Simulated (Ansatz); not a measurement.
# Nb (Fm-3m) in Ansatz: settings compared

Aim: see how the results for Nb move with the level of theory and the settings. Levels: PBE, LDA, PBEsol. Tasks: single point, relaxation of cell and atoms.

All numbers are computed with Ansatz 0.2.0; they aren't measurements. Logs are shortened: lines on timing, memory, paths and dates and some standing lists are left out, and cuts for length are marked.

## Step 1: Starting point

Symmetry: Fm-3m, No. 225, cubic system. Conventional cell: a = 4.230 Å, b = 4.230 Å, c = 4.230 Å, α = 90.00°, β = 90.00°, γ = 90.00°. Nb (site symmetry m-3m) has 12 Nb at 2.99 Å as nearest neighbours.

This isn't the form of Nb at room conditions, which is bcc.

## Step 2: Single point, PBE

input.yaml

```yaml
crystal:
  lattice:
    - [0.0, 2.115, 2.115]
    - [2.115, 0.0, 2.115]
    - [2.115, 2.115, 0.0]
  atoms:
    - { symbol: Nb, position: [0.0, 0.0, 0.0] }
hamiltonian:
  xc: pbe
  pseudopotentials: { kind: paw }
kpoints:
  mp_grid: { grid: [11, 11, 11] }
scf:
  occupations: { method: gaussian, width: 0.011 }
output:
  forces: true
  stress: true
  eigenvalues: true
```

Potentials or basis: Ansatz PAW.

Command:

```sh
$ ansatz run input.yaml --threads 2 --pin off --max-ram 5632MiB --backend cpu --events-out ev --progress --plain --runs-dir out
```

Standard output:

```text
Warning: RAYON_NUM_THREADS=2 ignored (pool sized by the plan → 2); use --threads N
Engine: ansatz 0.2.0, x86_64-unknown-linux-gnu
Pseudopotentials: kind: paw
Pseudopotential: Nb, paw, valence charge 13, recommended cutoff 420 eV (normal), Nb.paw.azcp
Functional definition: PBE
  parameter kappa = 0.804
  parameter beta = 0.06672455060314922
  exchange = pbe_x(kappa = kappa, mu = beta*pi^2/3)
  correlation = pbe_c(beta = beta)
Crystal: 1 atoms, lattice volume = 18.922 Å³
Basis set: ecut = 420 eV, 339 PW (Γ), exchange–correlation on 40×40×40 points (8 copies of the dense FFT grid, shifted against one another)
Bands: 11, of which v1, the nominal top of the filled ones, is band 7 counted from 1 (6 counted from 0)
Symmetry: 48 space group operations
Space group: Fm-3m (ITA 225), of the structure as read, at distance tolerance 2.7e-5 Å
k-points: 56 of 1331
Non-local potential: Nb, projectors of the file, l = 0: 3, l = 1: 2, l = 2: 2, l = 3: 1
PAW form: soft (Blöchl's): semilocal exchange-correlation on the pseudo side does not see the compensation charge
PAW one-centre angular grid: Nb, 590 points (default); XC on 64 Gauss nodes
Initial density: superposition of atomic densities (neutral atoms: chi_scale 0, normalization atom), corrected by the library's trained network
Initial wavefunctions: pseudopotential atomic-orbital guess
Functional: x = pbe(κ = 0.804, μ = 0.2195149727645171), c = pbe(β = 0.06672455060314922)
SCF iter   1: F=—  HF=-4551.960012 eV  |F-HF|=—  |Δ(HF+E_count)|=         —  Δρ=2.53e-3  dr2=3.52e-4  ethr=1.77e-3  ⟨swp⟩=5.8  Hψ=3683  notcnv=0
preconditioner: auto → none  [insulator: Δε(μ)=0.019 eV  Ē_g=7.052 eV  σ=0.011 eV  W_gap=0.67  n_scr=0 (ndim 8)  ℏωp=19.1 eV  f_vac=0.000  D(μ)=1.94/eV (n_scr^D=26)  ε∞_Penn≈8.3]
SCF iter   2: F=—  HF=-4551.960245 eV  |F-HF|=—  |Δ(HF+E_count)|=   2.33e-4  Δρ=1.29e-3  dr2=8.78e-5  ethr=2.71e-6  ⟨swp⟩=2.9  Hψ=1586  notcnv=0  defer=19
SCF iter   3: F=—  HF=-4551.960341 eV  |F-HF|=—  |Δ(HF+E_count)|=   9.56e-5  Δρ=1.32e-4  dr2=1.75e-6  ethr=6.75e-7  ⟨swp⟩=2.1  Hψ=709  notcnv=0  defer=19
SCF iter   4: F=—  HF=-4551.960341 eV  |F-HF|=—  |Δ(HF+E_count)|=   9.81e-8  Δρ=4.51e-5  dr2=1.28e-7  ethr=1.35e-8  ⟨swp⟩=2.3  Hψ=774  notcnv=0  defer=19
iter 5 did not close the SCF: its close was put off for the readings that it lacked (scf_convergence_deferred on its scf_iter line)
SCF iter   5: F=-4551.960341 eV  HF=-4551.960341 eV  |F-HF|=2.12e-8  |Δ(HF+E_count)|=   3.21e-8  Δρ=1.40e-5  dr2=2.69e-8  ethr=9.84e-10  ⟨swp⟩=2.0  Hψ=937  notcnv=0  defer=19
SCF iter   6: F=-4551.960341 eV  HF=-4551.960341 eV  |F-HF|=1.27e-11  |Δ(HF+E_count)|=   1.11e-8  Δρ=1.13e-6  dr2=8.08e-11  ethr=2.07e-10  ⟨swp⟩=3.3  Hψ=2394  notcnv=0
SCF 1 converged in 6 iterations: F = -4551.960341 eV  dr2 = 8.08e-11
SCF converged after 6 iterations
Free energy (F): -4551.960341 eV
Harris-Foulkes:  -4551.960341 eV  (|F-HF|=1.27e-11)
Internal energy: -4551.960216 eV  (E = F + TS)
E sigma→0 (E₀):  -4551.960279 eV
Entropy (-TS):   -0.000124 eV (-0.124 meV/atom)
Fermi energy:    17.137739 eV
--- Per-component energies (eV) ---
  E_band       = -80.271021
  E_kinetic    = 393.651390
  E_local      = -722.276722  (includes V_loc(G=0)·N_el)
  E_nonlocal   = 119.622794
  E_hartree    = 224.304629
  E_xc         = -175.140828
  E_vxc        = -212.397591  (∫ρ·V_xc dr)
  E_paw        = -3073.274484  (= ΣΔE_a)
  E_vpaw       = -107.480062  (= ΣTr[D̂ρ^β])
  E_aug_tail   = 0.000008  (compensation charges beyond the density's cutoff)
  E_ewald      = -1318.847003
  E_smearing   = -0.000124  (= −TS)
  E_closure    = 0.000000  (closes the sum)
  Σ components = -4551.960341   (vs F -4551.960341, Δ=0.00e0)
--- Forces (eV/Å), atoms counted from 1 ---
  atom   1  Nb     0.00000000     0.00000000     0.00000000
  max |Σ_I F_I| component: 5.75e-32 eV/Å
--- Stress (GPa, compression-positive) ---
       -1.949933      -0.000000      -0.000000
       -0.000000      -1.949933       0.000000
       -0.000000      -0.000000      -1.949933
  P = ⅓ Tr σ = -1.9499 GPa (-19.499 kbar)
--- Band table (eV; the first three rows and the last of 56) ---
  k-point 0: bands = ["-37.6211", "-13.0400", "-13.0400", "-13.0400", "10.9659", "17.2489", "17.2489", "17.2489", "19.8157", "19.8157", "28.8852"]
  k-point 1: bands = ["-37.6064", "-13.1379", "-13.0522", "-13.0522", "11.2667", "17.0229", "17.3836", "17.3836", "19.7011", "19.7011", "29.4763"]
  k-point 2: bands = ["-37.5669", "-13.3950", "-13.0847", "-13.0847", "12.0603", "16.5868", "17.6221", "17.6221", "19.6062", "19.6062", "30.2726"]
  k-point 55: bands = ["-37.3732", "-13.8329", "-13.7708", "-13.4449", "14.5485", "15.6403", "16.4202", "19.1051", "22.0803", "26.4731", "27.0574"]
```

Wall time 0.43 s (2 threads of Intel Xeon Platinum 8488C (Sapphire Rapids), shared host); peak memory 0.33 GiB.

What came out:

* Free energy: -4551.9603 eV
* Pressure: -1.9 GPa
* Band gap on the k mesh: none (metal or under the smearing width)

Levels at points of the mesh, in eV from the Fermi level:
```
           k point  band 4  band 5  band 6  band 7  band 8  band 9
(0.00, 0.00, 0.00)  -30.18   -6.17    0.11    0.11    0.11    2.68
```

## Step 3: Relaxation of cell and atoms, PBE

input.yaml, as its differences from that of step 2:

```diff
@@ -13,3 +13,3 @@
 scf:
-  occupations: { method: gaussian, width: 0.011 }
+  occupations: { method: fermi_dirac, width: 0.05 }
 output:
@@ -18 +18,5 @@
   eigenvalues: true
+relax:
+  f_tol: 0.01
+  max_steps: 40
+  cell: { stress_tol: 0.05 }
```

Potentials or basis: Ansatz PAW.

Command:

```sh
$ ansatz run input.yaml --threads 2 --pin off --max-ram 5632MiB --backend cpu --events-out ev --progress --plain --runs-dir out
```

Standard output:

```text
Warning: RAYON_NUM_THREADS=2 ignored (pool sized by the plan → 2); use --threads N
[... 8 set-up lines as earlier in the session ...]
Crystal: 1 atoms, lattice volume = 18.922 Å³
Basis set: ecut = 420 eV, 339 PW (Γ), exchange–correlation on 40×40×40 points (8 copies of the dense FFT grid, shifted against one another)
Bands: 11, of which v1, the nominal top of the filled ones, is band 7 counted from 1 (6 counted from 0)
[... 2 set-up lines as earlier in the session ...]
k-points: 56 of 1331
[... 6 set-up lines as earlier in the session ...]
SCF iter   1: F=—  HF=-4551.965806 eV  |F-HF|=—  |Δ(HF+E_count)|=         —  Δρ=2.58e-3  dr2=3.65e-4  ethr=1.77e-3  ⟨swp⟩=5.1  Hψ=3617  notcnv=0
preconditioner: auto → none  [metal: Δε(μ)=0.034 eV  Ē_g=7.059 eV  σ=0.050 eV  W_gap=0.17  n_scr=0 (ndim 8)  ℏωp=19.1 eV  f_vac=0.000  D(μ)=1.40/eV (n_scr^D=14)]
SCF iter   2: F=—  HF=-4551.966001 eV  |F-HF|=—  |Δ(HF+E_count)|=   1.95e-4  Δρ=1.31e-3  dr2=9.30e-5  ethr=2.81e-6  ⟨swp⟩=2.7  Hψ=1412  notcnv=0
SCF iter   3: F=—  HF=-4551.966097 eV  |F-HF|=—  |Δ(HF+E_count)|=   9.55e-5  Δρ=1.27e-4  dr2=1.66e-6  ethr=7.15e-7  ⟨swp⟩=2.2  Hψ=718  notcnv=0
SCF iter   4: F=—  HF=-4551.966097 eV  |F-HF|=—  |Δ(HF+E_count)|=   3.02e-7  Δρ=4.78e-5  dr2=1.44e-7  ethr=1.28e-8  ⟨swp⟩=2.2  Hψ=774  notcnv=0
iter 5 did not close the SCF: its close was put off for the readings that it lacked (scf_convergence_deferred on its scf_iter line)
[... 38 lines left out ...]
SCF iter   3: F=—  HF=-4551.967340 eV  |F-HF|=—  |Δ(HF+E_count)|=   2.18e-9  Δρ=8.73e-7  dr2=5.11e-11  ethr=2.06e-11  ⟨swp⟩=2.1  Hψ=979  notcnv=0
SCF iter   4: F=-4551.967340 eV  HF=-4551.967340 eV  |F-HF|=6.37e-12  |Δ(HF+E_count)|=  3.73e-11  Δρ=3.02e-7  dr2=2.64e-12  ethr=1.00e-12  ⟨swp⟩=5.1  Hψ=2145  notcnv=0
SCF 5 converged in 4 iterations: F = -4551.967340 eV  dr2 = 2.64e-12
relax step   5: F+E_penalty+E_count = -4551.96733975 eV  Δ(F+E_penalty+E_count) = +3.863e-5 eV  max|allowed force component| = 0.000e0 eV/Å  Δτ_max = 0.0000 Å  P = -0.001 GPa  Ω = 18.707 Å³  stress off target by 6.93e-4 GPa  SCF on the basis re-selected at this cell (its energy is not comparable with the rows above)  (4 SCF iters)
basis re-selected at this cell: Δ(F+E_penalty+E_count) = +3.863e-5 eV, ΔP = +0.000 GPa vs the last step (what re-selecting the basis moved, of the pressure what is left beyond the Pulay correction that the steps carried, after the strain that the cell walked since its last selection, with what the two solves' SCF thresholds leave and, on support functions, any second-order correction that the steps lacked; it is no measure of the basis error at this ecutwfc). This SCF's stress stands 6.93e-4 GPa from its target on what of the cell is left free (relax.cell.stress_tol is 5.00e-2 GPa) and its largest allowed force component is 0.00e0 eV/Å (relax.f_tol is 1.00e-2 eV/Å): within both
SCF converged after 4 iterations
Free energy (F): -4551.967340 eV
Harris-Foulkes:  -4551.967340 eV  (|F-HF|=6.37e-12)
Internal energy: -4551.955770 eV  (E = F + TS)
E sigma→0 (E₀):  -4551.961555 eV
Entropy (-TS):   -0.011570 eV (-11.570 meV/atom)
Fermi energy:    17.390844 eV
--- Per-component energies (eV) ---
  E_band       = -77.258407
  E_kinetic    = 394.112611
  E_local      = -715.622951  (includes V_loc(G=0)·N_el)
  E_nonlocal   = 119.668906
  E_hartree    = 222.368540
  E_xc         = -175.304290
  E_vxc        = -212.617780  (∫ρ·V_xc dr)
  E_paw        = -3073.308770  (= ΣΔE_a)
  E_vpaw       = -107.536279  (= ΣTr[D̂ρ^β])
  E_aug_tail   = 0.000008  (compensation charges beyond the density's cutoff)
  E_ewald      = -1323.869824
  E_smearing   = -0.011570  (= −TS)
  E_closure    = 0.000000  (closes the sum)
  Σ components = -4551.967340   (vs F -4551.967340, Δ=0.00e0)
--- Forces (eV/Å), atoms counted from 1 ---
  atom   1  Nb    -0.00000000    -0.00000000     0.00000000
  max |Σ_I F_I| component: 7.40e-32 eV/Å
--- Stress (GPa, compression-positive) ---
       -0.000693      -0.000000      -0.000000
       -0.000000      -0.000693       0.000000
       -0.000000       0.000000      -0.000693
  P = ⅓ Tr σ = -0.0007 GPa (-0.007 kbar)
--- Band table (eV; the first three rows and the last of 56) ---
  k-point 0: bands = ["-37.3789", "-12.7770", "-12.7770", "-12.7770", "11.1694", "17.4711", "17.4711", "17.4711", "20.0792", "20.0792", "29.1275"]
  k-point 1: bands = ["-37.3635", "-12.8787", "-12.7896", "-12.7896", "11.4741", "17.2414", "17.6078", "17.6078", "19.9619", "19.9619", "29.7278"]
  k-point 2: bands = ["-37.3220", "-13.1456", "-12.8233", "-12.8233", "12.2754", "16.8011", "17.8496", "17.8496", "19.8640", "19.8640", "30.5343"]
  k-point 55: bands = ["-37.1189", "-13.5993", "-13.5349", "-13.1968", "14.7365", "15.8511", "16.6439", "19.3542", "22.3819", "26.8161", "27.4117"]
--- Relaxed structure (4 steps of the walk, 3 accepted, 1 SCFs on fresh bases) ---
  F+E_penalty+E_count = -4551.96733975 eV   max|allowed force component| = 0.000e0 eV/Å   (the final SCF, on the basis selected at the relaxed cell)
  cell:  # Å, volume = 18.7072 Å³
    - [3.980761398204601e-37, 2.10697559628327, 2.10697559628327]
    - [2.10697559628327, 6.767290781438964e-36, 2.10697559628327]
    - [2.10697559628327, 2.10697559628327, 6.369215041119488e-36]
  atoms:
    - { symbol: Nb, position: [0.0, 0.0, 0.0] }
```

Wall time 1.9 s (2 threads of Intel Xeon Platinum 8488C (Sapphire Rapids), shared host); peak memory 0.34 GiB.

What came out:

```
Free energy                            : -4551.9673 eV
Relaxed volume                         : 18.71 Å³/atom
Relaxed cell                           : a = 2.980 Å, b = 2.980 Å, c = 2.980 Å, α = 60.00°, β = 60.00°, γ = 60.00°
Space group after relaxing (to 0.05 Å) : Fm-3m (No. 225)
Energy gained by relaxing              : 1.2 meV/atom
Ionic steps                            : 4
Pressure after relaxing                : 0.0 GPa
Band gap on the k mesh                 : none (metal or under the smearing width)
```

The path:
```
step  energy change (eV)  largest force (eV/Å)  volume (Å³)
   1              0.0000                0.0000        18.92
   2             -0.0013                0.0000        18.71
   3             -0.0013                0.0000        18.71
   4             -0.0012                0.0000        18.71
```

Final structure:
```cif
data_structure
_symmetry_space_group_name_H-M 'P 1'
_symmetry_Int_Tables_number 1
_cell_length_a 2.9797
_cell_length_b 2.9797
_cell_length_c 2.9797
_cell_angle_alpha 60.000
_cell_angle_beta 60.000
_cell_angle_gamma 60.000
_cell_volume 18.71
loop_
_atom_site_label
_atom_site_type_symbol
_atom_site_fract_x
_atom_site_fract_y
_atom_site_fract_z
_atom_site_occupancy
Nb1 Nb 0.00000 0.00000 0.00000 1
```

Levels at points of the mesh, in eV from the Fermi level:
| k point | band 2 | band 3 | band 4 | band 5 | band 6 | band 7 | band 8 | band 9 | band 10 | band 11 |
| --- | --- | --- | --- | --- | --- | --- | --- | --- | --- | --- |
| (0.00, 0.00, 0.00) | -30.17 | -30.17 | -30.17 | -6.22 | 0.08 | 0.08 | 0.08 | 2.69 | 2.69 | 11.74 |

Caveat: the plane-wave basis is chosen anew once the cell has moved, so the energies of steps on either side of that aren't comparable.

(Continued in part 2 of 2.)
